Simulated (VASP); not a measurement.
# BaTiO3 (Amm2) in VASP: Born charges and dielectric tensor with LDA

Aim: the Born charges and dielectric tensor of BaTiO3 with LDA.

Everything below comes from runs of VASP 6.6.1. Logs are shortened: lines on timing, memory, paths and dates and some standing lists are left out, and cuts for length are marked.

## Step 1: The structure

The structure is orthorhombic, space group Amm2 (No. 38). Conventional cell: a = 3.940 Å, b = 5.613 Å, c = 5.622 Å, α = 90.00°, β = 90.00°, γ = 90.00°. Ba (site symmetry mm2) has 12 O at 2.75 to 2.87 Å as nearest neighbours. Ti (site symmetry mm2) has 6 O at 1.88 to 2.09 Å as nearest neighbours. Around O (site symmetry mm2) lie 2 Ti at 1.97 Å. O (site symmetry m) is surrounded by 2 Ti at 1.88 to 2.09 Å.

## Step 2: Born charges and dielectric tensor, LDA

File INCAR:

```
PREC     = Accurate       # precision mode
ENCUT    = 520            # plane-wave cutoff, eV
EDIFF    = 1E-8           # SCF threshold, eV
ISMEAR   = 0              # smearing method
SIGMA    = 0.02           # smearing width, eV
LREAL    = F              # projectors in reciprocal space
LASPH    = T              # aspherical terms in the spheres
NELM     = 80             # most SCF steps
ALGO     = Normal         # electronic algorithm
ISIF     = 2              # what is computed and relaxed
LWAVE    = F              # write WAVECAR
LCHARG   = F              # write CHGCAR
LEPSILON = T              # dielectric tensor by DFPT
IBRION   = 8              # ionic algorithm
NSW      = 1              # ionic steps
KPAR     = 8
```

File KPOINTS:

```
regular mesh
0
Gamma
  8 8 8
```

File POSCAR:

```
BaTiO3                                  
1.0
    3.9396736484      0.0000000000      0.0000000000
    0.0000000000      2.8064581704      2.8110056176
    0.0000000000     -2.8064581704      2.8110056176
  Ba              Ti              O             
     1     1     3
Direct
     0.0000000000000000    0.0045350785090221    0.0045350785090221
     0.5000000000000000    0.5151149984416818    0.5151149984416818
     0.0000000000000000    0.4937487834783241    0.4937487834783241
     0.5000000000000000    0.4948408292409923    0.9886403103299841
     0.5000000000000000    0.9886403103299841    0.4948408292409923
```

Potentials or basis: VASP PAW LDA potentials, release 64 (Ba_sv, Ti_sv, O).

Started as:

```console
cat potpaw_LDA.64/Ba_sv/POTCAR potpaw_LDA.64/Ti_sv/POTCAR potpaw_LDA.64/O/POTCAR > POTCAR
mpirun -np 8 vasp_std > vasp.out
```

OUTCAR:

```text
PREC = Accurate
   ENCUT = 520
   EDIFF = 1E-8
   ISMEAR = 0
   LREAL = F
   LASPH = T
   NELM = 80
   ISIF = 2
   LEPSILON = T
   IBRION = 8
   NSW = 1

 ion  position               nearest neighbor table
   1  0.000  0.005  0.005-   3 2.75   4 2.77   5 2.77   4 2.77   5 2.77   3 2.81   3 2.81   5 2.83
                             4 2.83   5 2.83   4 2.83   3 2.87   2 3.38   2 3.38   2 3.43   2 3.43
   2  0.500  0.515  0.515-   4 1.88   5 1.88   3 1.97   3 1.97   5 2.09   4 2.09   1 3.38   1 3.38
                             1 3.43   1 3.43   1 3.43   1 3.43   1 3.48   1 3.48
   3  0.000  0.494  0.494-   2 1.97   2 1.97   1 2.75   1 2.81   1 2.81   1 2.87
   4  0.500  0.495  0.989-   2 1.88   2 2.09   1 2.77   1 2.77   1 2.83   1 2.83
   5  0.500  0.989  0.495-   2 1.88   2 2.09   1 2.77   1 2.77   1 2.83   1 2.83

  LATTYP: Found a base centered orthorhombic cell.
 ALAT       =     5.6129163408
 B/A-ratio  =     1.0016203510
 C/A-ratio  =     0.7018942399

  Lattice vectors:

 A1 = (   0.0000000000,   2.8064581704,  -2.8110056176)
 A2 = (   0.0000000000,   2.8064581704,   2.8110056176)
 A3 = (   3.9396736484,   0.0000000000,   0.0000000000)

Analysis of symmetry for initial positions (statically):
=====================================================================
 Subroutine PRICEL returns:
 Original cell was already a primitive cell.

 Routine SETGRP: Setting up the symmetry group for a
 base centered orthorhombic supercell.

 Subroutine GETGRP returns: Found  4 space group operations
 (whereof  4 operations were pure point group operations)
 out of a pool of  8 trial point group operations.

The static configuration has the point symmetry C_2v.

Analysis of symmetry for dynamics (positions and initial velocities):
=====================================================================
 Subroutine PRICEL returns:
 Original cell was already a primitive cell.

 Routine SETGRP: Setting up the symmetry group for a
 base centered orthorhombic supercell.

 Subroutine GETGRP returns: Found  4 space group operations
 (whereof  4 operations were pure point group operations)
 out of a pool of  8 trial point group operations.

The dynamic configuration has the point symmetry C_2v.

 Subroutine INISYM returns: Found  4 space group operations
 (whereof  4 operations are pure point group operations),
 and found     1 'primitive' translations

----------------------------------------------------------------------------------------

                                     Primitive cell

  volume of cell :      62.1599

  direct lattice vectors                    reciprocal lattice vectors
     3.939673648  0.000000000  0.000000000     0.253828131  0.000000000  0.000000000
     0.000000000  2.806458170  2.811005618     0.000000000  0.178160503  0.177872288
     0.000000000 -2.806458170  2.811005618     0.000000000 -0.178160503  0.177872288

  length of vectors
     3.939673648  3.972148039  3.972148039     0.253828131  0.251753283  0.251753283

  position of ions in fractional coordinates (direct lattice)
     0.000000000  0.004535079  0.004535079
     0.500000000  0.515114998  0.515114998
     0.000000000  0.493748783  0.493748783
     0.500000000  0.494840829  0.988640310
     0.500000000  0.988640310  0.494840829

  ion indices of the primitive-cell ions
   primitive index   ion index
                 1           1
                 2           2
                 3           3
                 4           4
                 5           5

----------------------------------------------------------------------------------------

 KPOINTS: regular mesh

Automatic generation of k-mesh.
 Grid dimensions read from file:
[... 844 lines left out ...]

--------------------------------------- Ionic step       15  -------------------------------------------

 Free energy of the ion-electron system (eV)
  ---------------------------------------------------
  ---------------------------------------------------
  free energy    TOTEN  =        -0.36560773 eV

  energy without entropy =       -0.36560773

------------------------ aborting loop because EDIFF is reached ----------------------------------------

 INTERNAL STRAIN TENSOR  FOR ION    4  DIRECTION 3   (eV/Angst):
 -----------------------------------------------------------------------------
    -2.00130  0.00000  0.00000
     0.00000 -4.84128  3.71668
     0.00000  3.36542 -5.46528

 MACROSCOPIC STATIC DIELECTRIC TENSOR (including local field effects in DFT)
 ------------------------------------------------------
           6.549868     0.000000     0.000000
           0.000000     6.348475     0.000000
           0.000000     0.000000     6.073674
 ------------------------------------------------------

 PIEZOELECTRIC TENSOR (including local field effects)  for field in x, y, z        (e  Angst)
          XX          YY          ZZ          XY          YZ          ZX
  --------------------------------------------------------------------------------
  x     0.00000     0.00000     0.00000     0.00000     0.00000     0.18503
  y     0.00000     0.00000     0.00000     0.00000    -0.17085     0.00000
  z     0.66185     0.27518     0.67724     0.00000     0.00000     0.00000

 PIEZOELECTRIC TENSOR (including local field effects)  for field in x, y, z        (C/m^2)
          XX          YY          ZZ          XY          YZ          ZX
  --------------------------------------------------------------------------------
  x     0.00000     0.00000     0.00000     0.00000     0.00000     0.04769
  y     0.00000     0.00000     0.00000     0.00000    -0.04404     0.00000
  z     0.17059     0.07093     0.17456     0.00000     0.00000     0.00000

 BORN EFFECTIVE CHARGES (including local field effects) (in |e|, cummulative output)
 ---------------------------------------------------------------------------------
 ion    1
    1     2.74020     0.00000     0.00000
    2     0.00000     2.79430     0.00000
    3     0.00000     0.00000     2.76489
 ion    2
    1     7.13765     0.00000     0.00000
    2     0.00000     6.79521     0.00000
    3     0.00000     0.00000     6.25860
 ion    3
    1    -5.66586     0.00000     0.00000
    2     0.00000    -2.05237     0.00000
    3     0.00000     0.00000    -2.06053
 ion    4
    1    -2.10600     0.00000     0.00000
    2     0.00000    -3.76857     1.65759
    3     0.00000     1.54147    -3.48148
 ion    5
    1    -2.10600     0.00000     0.00000
    2     0.00000    -3.76857    -1.65759
    3     0.00000    -1.54147    -3.48148

 INTERNAL STRAIN TENSOR FOR ION    5 for displacements in x,y,z  (eV/Angst):
          X           Y           Z          XY          YZ          ZX
  --------------------------------------------------------------------------------
  x     0.00000     0.00000     0.00000    -0.14916     0.00000    -1.24172
  y    -0.86173    -7.83827    -5.48764     0.00000    -4.78222     0.00000
  z    -2.00130    -4.84128    -5.46528     0.00000    -3.36542     0.00000

 SECOND DERIVATIVES (NOT SYMMETRIZED)
 ------------------------------------
               1X          1Y          1Z          2X          2Y          2Z          3X          3Y          3Z          4X          4Y          4Z          5X          5Y          5Z
  1X    -7.085135    0.000000    0.000000    3.657652    0.000000    0.000000    1.271024    0.000000    0.000000    1.078229    0.000000    0.000000    1.078229    0.000000    0.000000
  1Y     0.000000   -6.939697    0.000000    0.000000    3.880322    0.000000    0.000000    0.854791    0.000000    0.000000    1.102292   -0.059214    0.000000    1.102292    0.059214
  1Z     0.000000    0.000000   -7.013989    0.000000    0.000000    3.819835    0.000000    0.000000    0.985581    0.000000   -0.051027    1.104286    0.000000    0.051027    1.104286
  2X     3.657925    0.000000    0.000000   -2.068638    0.000000    0.000000   -2.821868    0.000000    0.000000    0.616290    0.000000    0.000000    0.616290    0.000000    0.000000
  2Y     0.000000    3.871081    0.000000    0.000000   -5.617559    0.000000    0.000000    1.016577    0.000000    0.000000    0.364951    0.713570    0.000000    0.364951   -0.713570
  2Z     0.000000    0.000000    3.822794    0.000000    0.000000   -7.028436    0.000000    0.000000    1.088629    0.000000    0.155668    1.058506    0.000000   -0.155668    1.058506
  3X     1.266482    0.000000    0.000000   -2.822987    0.000000    0.000000   -7.519464    0.000000    0.000000    4.537984    0.000000    0.000000    4.537984    0.000000    0.000000
  3Y     0.000000    0.854039    0.000000    0.000000    1.026296    0.000000    0.000000   -5.632796    0.000000    0.000000    1.876231   -2.459249    0.000000    1.876231    2.459249
  3Z     0.000000    0.000000    0.977103    0.000000    0.000000    1.096901    0.000000    0.000000   -5.883075    0.000000   -2.473579    1.904535    0.000000    2.473579    1.904535
  4X     1.069453    0.000000    0.000000    0.589542    0.000000    0.000000    4.542186    0.000000    0.000000   -5.678628    0.000000    0.000000   -0.522552    0.000000    0.000000
  4Y     0.000000    1.090750   -0.042348    0.000000    0.364181    0.140822    0.000000    1.868714   -2.469281    0.000000   -8.028509    2.083502    0.000000    4.704865    0.287305
  4Z     0.000000   -0.060896    1.104248    0.000000    0.728513    1.070752    0.000000   -2.454084    1.897563    0.000000    2.076156   -7.680309    0.000000   -0.289688    3.607745
  5X     1.069453    0.000000    0.000000    0.589542    0.000000    0.000000    4.542186    0.000000    0.000000   -0.522552    0.000000    0.000000   -5.678628    0.000000    0.000000
  5Y     0.000000    1.090750    0.042348    0.000000    0.364181   -0.140822    0.000000    1.868714    2.469281    0.000000    4.704865   -0.287305    0.000000   -8.028509   -2.083502
  5Z     0.000000    0.060896    1.104248    0.000000   -0.728513    1.070752    0.000000    2.454084    1.897563    0.000000    0.289688    3.607745    0.000000   -2.076156   -7.680309

 Eigenvectors and eigenvalues of the dynamical matrix
 ----------------------------------------------------

   1 f  =   15.217704 THz    95.615656 2PiTHz  507.607978 cm-1    62.935340 meV
             X         Y         Z           dx          dy          dz
      0.000000  0.000000  0.025496     0.000000   -0.000000   -0.002838
      1.969837  0.000000  2.895982     0.000000    0.000000    0.009271
      0.000000  0.000000  2.775861     0.000000   -0.000000   -0.409417
      1.969837 -1.385828  4.170074    -0.000000   -0.613068    0.200723
      1.969837  1.385828  4.170074    -0.000000    0.613068    0.200723
[... 105 lines left out ...]
  15 f/i=    2.024318 THz    12.719163 2PiTHz   67.523972 cm-1     8.371902 meV
             X         Y         Z           dx          dy          dz
      0.000000  0.000000  0.025496    -0.005590    0.000000    0.000000
      1.969837  0.000000  2.895982     0.675022    0.000000    0.000000
      0.000000  0.000000  2.775861    -0.548517    0.000000    0.000000
      1.969837 -1.385828  4.170074    -0.348886    0.000000    0.000000
      1.969837  1.385828  4.170074    -0.348886    0.000000    0.000000

--------------------------------------------------------------------------------------------------------

 MACROSCOPIC STATIC DIELECTRIC TENSOR IONIC CONTRIBUTION
 ------------------------------------------------------
           0.255665    -0.000000     0.000000
          -0.000000    68.229424     0.000000
           0.000000     0.000000    39.971755
 ------------------------------------------------------

 ELASTIC MODULI CONTR FROM IONIC RELAXATION (kBar)
 Direction    XX          YY          ZZ          XY          YZ          ZX
 --------------------------------------------------------------------------------
 XX         -61.3142    -80.6134    -82.6114     -0.0000     -0.0000      0.0000
 YY         -80.6134   -690.6256   -743.2598     -0.0000     -0.0000     -0.0000
 ZZ         -82.6114   -743.2598   -856.9703     -0.0000     -0.0000     -0.0000
 XY          -0.0000     -0.0000     -0.0000     -0.2224     -0.0000     -0.0000
 YZ          -0.0000     -0.0000     -0.0000     -0.0000   -752.3500     -0.0000
 ZX           0.0000     -0.0000     -0.0000      0.0000     -0.0000     -5.9035
 --------------------------------------------------------------------------------

 PIEZOELECTRIC TENSOR IONIC CONTR  for field in x, y, z        (C/m^2)
          XX          YY          ZZ          XY          YZ          ZX
  --------------------------------------------------------------------------------
  x    -0.00000     0.00000     0.00000     0.00000    -0.00000    -0.02112
  y     0.00000     0.00000     0.00000     0.00000     6.48510     0.00000
  z     0.49111     4.27157     5.27238     0.00000     0.00000     0.00000
```

Wall time 18 min (8 MPI ranks of Intel Xeon 6975P-C (Granite Rapids), shared host); peak memory 0.95 GiB.

What came out:

| Property | Result |
| --- | --- |
| Band gap on the k mesh | 1.94 eV, indirect (least direct gap 2.18 eV) |
| Electronic dielectric tensor (diagonal) | 6.55, 6.35, 6.07 |
| Born charges (mean of the diagonal) | Ba +2.77; Ti +6.73; O -3.26, -3.12 e |
| Highest phonon frequency at Γ, LO-TO splitting left out | 508 cm⁻¹ |
| Most unstable mode | 68i cm⁻¹ |

Phonon frequencies in cm⁻¹ (negative: imaginary):
| q point | frequencies |
| --- | --- |
| (0.000, 0.000, 0.000) | -68 0 0 2 179 183 185 199 238 291 296 303 479 483 508 |

Electronic dielectric tensor:
```
6.55 0.00 0.00
0.00 6.35 0.00
0.00 0.00 6.07
```

Born effective charge tensors (e):
atom 1, Ba
```
2.74 0.00 0.00
0.00 2.79 0.00
0.00 0.00 2.76
```
atom 2, Ti
```
7.14 0.00 0.00
0.00 6.80 0.00
0.00 0.00 6.26
```
atom 3, O
```
-5.67  0.00  0.00
 0.00 -2.05  0.00
 0.00  0.00 -2.06
```
atom 4, O
```
-2.11  0.00  0.00
 0.00 -3.77  1.66
 0.00  1.54 -3.48
```
atom 5, O
```
-2.11  0.00  0.00
 0.00 -3.77 -1.66
 0.00 -1.54 -3.48
```

Caveat: some modes are imaginary; spin-orbit coupling is left out, which moves the levels of the heavy elements.
